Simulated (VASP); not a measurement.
Input of a VASP 6.6.1 run:

Contents of INCAR:

```
SYSTEM = NiO
  PREC = Accurate
  ENCUT = 520
  EDIFF = 1E-6
  ISMEAR = -1
  SIGMA = 0.05
  LREAL = .False.
  LASPH = .True.
  NELM = 100
  ALGO = Normal
  ISIF = 2
  LWAVE = .False.
  LCHARG = .False.
  ISPIN = 2
  MAGMOM = 1 0
  LORBIT = 11
  LMAXMIX = 4
  GGA = PE
  NBANDS = 19
```

The input KPOINTS:

```
Automatic mesh
0
Gamma
  11 11 11
  0 0 0
```

POSCAR

```
NiO
1.0
    0.0000000000      2.0859016414      2.0859016414
    2.0859016414      0.0000000000      2.0859016414
    2.0859016414      2.0859016414      0.0000000000
Ni O
1 1
Direct
    0.0000000000      0.0000000000      0.0000000000
    0.5000000000      0.5000000000      0.5000000000
```

File KPOINTS_OPT:

```
path GXWKGLUWLK,UX
20
line-mode
reciprocal
 0.0000000000  0.0000000000  0.0000000000  G
 0.5000000000  0.0000000000  0.5000000000  X

 0.5000000000  0.0000000000  0.5000000000  X
 0.5000000000  0.2500000000  0.7500000000  W

 0.5000000000  0.2500000000  0.7500000000  W
 0.3750000000  0.3750000000  0.7500000000  K

 0.3750000000  0.3750000000  0.7500000000  K
 0.0000000000  0.0000000000  0.0000000000  G

 0.0000000000  0.0000000000  0.0000000000  G
 0.5000000000  0.5000000000  0.5000000000  L

 0.5000000000  0.5000000000  0.5000000000  L
 0.6250000000  0.2500000000  0.6250000000  U

 0.6250000000  0.2500000000  0.6250000000  U
 0.5000000000  0.2500000000  0.7500000000  W

 0.5000000000  0.2500000000  0.7500000000  W
 0.5000000000  0.5000000000  0.5000000000  L

 0.5000000000  0.5000000000  0.5000000000  L
 0.3750000000  0.3750000000  0.7500000000  K

 0.6250000000  0.2500000000  0.6250000000  U
 0.5000000000  0.0000000000  0.5000000000  X
```

Potentials or basis: VASP PAW PBE potentials, release 64 (Ni, O).

Command:

```sh
$ cat potpaw_PBE.64/Ni/POTCAR potpaw_PBE.64/O/POTCAR > POTCAR
$ mpirun -np 1 vasp_std > vasp.out
```

Question: Predict the band gap along the path.

Answer: None (metal or under the smearing width).

Question: Predict the net moment.

Answer: 1.67 μB per cell.

Question: What does it give for the pressure?

Answer: 5.1 GPa.

Levels at the corners of the path, in eV from the Fermi level:
Spin up:
| point | band 7 | band 8 | band 9 | band 10 | band 11 | band 12 |
| --- | --- | --- | --- | --- | --- | --- |
| Γ | -2.62 | -2.62 | -2.62 | 1.55 | 17.86 | 18.95 |
| X | -2.17 | -1.61 | -1.61 | 6.16 | 10.58 | 12.24 |
| X | -2.17 | -1.61 | -1.61 | 6.16 | 10.58 | 12.24 |
| W | -1.87 | -1.61 | -1.20 | 8.50 | 10.68 | 10.68 |
| W | -1.87 | -1.61 | -1.20 | 8.50 | 10.68 | 10.68 |
| K | -1.73 | -1.50 | -1.12 | 7.81 | 10.32 | 10.52 |
| K | -1.73 | -1.50 | -1.12 | 7.81 | 10.32 | 10.52 |
| Γ | -2.62 | -2.62 | -2.62 | 1.55 | 17.86 | 18.95 |
| Γ | -2.62 | -2.62 | -2.62 | 1.55 | 17.86 | 18.95 |
| L | -1.39 | 0.33 | 0.33 | 5.60 | 9.99 | 14.03 |
| L | -1.39 | 0.33 | 0.33 | 5.60 | 9.99 | 14.03 |
| U | -1.73 | -1.50 | -1.12 | 7.81 | 10.32 | 10.52 |
| U | -1.73 | -1.50 | -1.12 | 7.81 | 10.32 | 10.52 |
| W | -1.87 | -1.61 | -1.20 | 8.50 | 10.68 | 10.68 |
| W | -1.87 | -1.61 | -1.20 | 8.50 | 10.68 | 10.68 |
| L | -1.39 | 0.33 | 0.33 | 5.60 | 9.99 | 14.03 |
| L | -1.39 | 0.33 | 0.33 | 5.60 | 9.99 | 14.03 |
| K | -1.73 | -1.50 | -1.12 | 7.81 | 10.32 | 10.52 |
| U | -1.73 | -1.50 | -1.12 | 7.81 | 10.32 | 10.52 |
| X | -2.17 | -1.61 | -1.61 | 6.16 | 10.58 | 12.24 |
Spin down:
```
point  band 4  band 5  band 6  band 7  band 8  band 9  band 10  band 11
    Γ   -2.55   -1.85   -1.85   -1.85   -0.64   -0.64     1.88    17.80
    X   -3.90   -2.83   -0.75   -0.75   -0.21    0.33     6.59    10.91
    X   -3.90   -2.83   -0.75   -0.75   -0.21    0.33     6.59    10.91
    W   -5.23   -1.09   -1.09   -0.75    0.20    0.95     9.02    10.98
    W   -5.23   -1.09   -1.09   -0.75    0.20    0.95     9.02    10.98
    K   -4.46   -1.66   -0.89   -0.66    0.46    0.96     8.24    10.64
    K   -4.46   -1.66   -0.89   -0.66    0.46    0.96     8.24    10.64
    Γ   -2.55   -1.85   -1.85   -1.85   -0.64   -0.64     1.88    17.80
    Γ   -2.55   -1.85   -1.85   -1.85   -0.64   -0.64     1.88    17.80
    L   -4.87   -0.95   -0.95   -0.58    2.18    2.18     5.76    10.48
    L   -4.87   -0.95   -0.95   -0.58    2.18    2.18     5.76    10.48
    U   -4.46   -1.66   -0.89   -0.66    0.46    0.96     8.24    10.64
    U   -4.46   -1.66   -0.89   -0.66    0.46    0.96     8.24    10.64
    W   -5.23   -1.09   -1.09   -0.75    0.20    0.95     9.02    10.98
    W   -5.23   -1.09   -1.09   -0.75    0.20    0.95     9.02    10.98
    L   -4.87   -0.95   -0.95   -0.58    2.18    2.18     5.76    10.48
    L   -4.87   -0.95   -0.95   -0.58    2.18    2.18     5.76    10.48
    K   -4.46   -1.66   -0.89   -0.66    0.46    0.96     8.24    10.64
    U   -4.46   -1.66   -0.89   -0.66    0.46    0.96     8.24    10.64
    X   -3.90   -2.83   -0.75   -0.75   -0.21    0.33     6.59    10.91
```

Caveat: a cell with one magnetic atom can't hold antiferromagnetic order, which such compounds often take; semilocal functionals often make such compounds metallic where correlation or magnetic order opens a gap, which also shifts bond lengths.

**What was measured.**

“Local correlations, non-local screening, multiplets, and band formation in NiO”, 2012, arxiv:1210.6675 quotes, for a bulk crystal of NiO: band gap 4.3 eV.

Measured gap of NiO: 4.3 eV (quoted in “Local correlations, non-local screening, multiplets, and band formation in NiO”, 2012, arxiv:1210.6675). This calculation gives 0.00 eV (-4.30 eV). So large a miss can be the level of theory's own, or it may mean another phase, state or a wrong row. The value is that of PBE, without temperature or zero-point motion. Semilocal functionals fall short of measured gaps as a rule. The run's magnetic order (collinear spin, ferromagnetic start) needn't be the measured crystal's.
